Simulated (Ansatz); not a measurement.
# Structures of CuO: which is lowest?

Plane-wave DFT in Ansatz with scalar-relativistic PAW potentials, cutoff 420 eV, Γ-centred meshes chosen by cell and gap, Gaussian smearing with energies taken to zero width. Every cell was relaxed (cell and atoms) in a run of its own, within the symmetry of its start. Functional: PBEsol.

Relaxed structures (starts from databases or built by putting these elements on another compound's sites):
A. Fm-3m, 2 atoms in the computed cell, a = 4.175 Å; sites (symmetry × multiplicity) Cu m-3m × 4, O m-3m × 4; start: built
B. P4_2/mmc, 4 atoms in the computed cell, a = 2.894 Å, c = 5.092 Å; sites (symmetry × multiplicity) Cu mmm. × 2, O -4m2 × 2; start: database

Q: Rank them by energy. Could pressure change the order?

A:
| structure | group | E − E(lowest) (meV/atom) | V (Å³/atom) | gap on mesh (eV) |
| --- | --- | --- | --- | --- |
| B | P4_2/mmc | 0.0 | 10.66 | 0.00 |
| A | Fm-3m | 148 | 9.10 | 0.00 |

B is lowest, 148 meV/atom under A. A is denser by 1.57 Å³/atom, so pressure favours it: ΔE/ΔV, with ΔE in eV and 1 eV/Å³ = 160.2 GPa, gives about 15 GPa for equal enthalpy if both cells were rigid; at such pressures compression changes ΔV much, so this is a scale only. Other structures may lie lower than all of these, and vibrations aren't counted.

Spin polarisation was left out, and a magnetic state may lie lower.